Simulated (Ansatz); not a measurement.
# SnO2: the cost of one run

Method: DFT PBE, scalar-relativistic, in Ansatz 0.2.0.

## Step 1: The system as given

It takes space group P4_2/mnm (No. 136, tetragonal). Conventional cell: a = 4.737 Å, b = 4.737 Å, c = 3.186 Å, α = 90.00°, β = 90.00°, γ = 90.00°. Around Sn (site symmetry mmm) lie 6 O at 2.05 to 2.06 Å. O (site symmetry m2m) is surrounded by 3 Sn at 2.05 to 2.06 Å.

As a file:

```
CELL_PARAMETERS angstrom
4.73735 0.00000 0.00000
0.00000 4.73735 0.00000
0.00000 0.00000 3.18640
ATOMIC_POSITIONS crystal
Sn 0.00000 0.00000 0.00000
Sn 0.50000 0.50000 0.50000
O 0.30562 0.30562 0.00000
O 0.19438 0.80562 0.50000
O 0.69438 0.69438 0.00000
O 0.80562 0.19438 0.50000
```

Atoms are numbered in the order of the input: Sn1, Sn2, O3, O4, O5, O6.

## Step 2: Volume × 0.94, LAPW

Input file input.yaml:

```yaml
crystal:
  lattice:
    - [4.6406422521, 0.0, 0.0]
    - [0.0, 4.6406422521, 0.0]
    - [0.0, 0.0, 3.1213531768]
  atoms:
    - { symbol: Sn, position: [0.0, 0.0, 0.0] }
    - { symbol: Sn, position: [0.5, 0.5, 0.5] }
    - { symbol: O, position: [0.30562, 0.30562, 0.0] }
    - { symbol: O, position: [0.19438, 0.80562, 0.5] }
    - { symbol: O, position: [0.69438, 0.69438, 0.0] }
    - { symbol: O, position: [0.80562, 0.19438, 0.5] }
kpoints:
  mp_grid: { grid: [4, 4, 6] }
  band_path:
    path:
      - [0.0, 0.0, 0.0]
      - [0.0, 0.5, 0.0]
      - [0.5, 0.5, 0.0]
      - [0.0, 0.0, 0.0]
      - [0.0, 0.0, 0.5]
      - [0.0, 0.5, 0.5]
      - [0.5, 0.5, 0.5]
      - [0.0, 0.0, 0.5]
      - [0.0, 0.5, 0.0]
    npoints: 5
scf:
  occupations: { method: fermi_dirac, width: 0.03 }
hamiltonian:
  xc: pbe
  pseudopotentials: { kind: all_electron, lapw: { basis_error: 0.001 } }
output:
  forces: true
  stress: true
  eigenvalues: true
```

Started as:

```console
ansatz run input.yaml --threads 2 --pin off --max-ram 6144MiB --backend cpu --events-out ev --progress --plain --runs-dir out
```

**Question.** How long does this run take on 2 threads of Arm Neoverse V1, shared host, and how much memory does it need?

About 46 s, with a peak of 0.59 GiB.
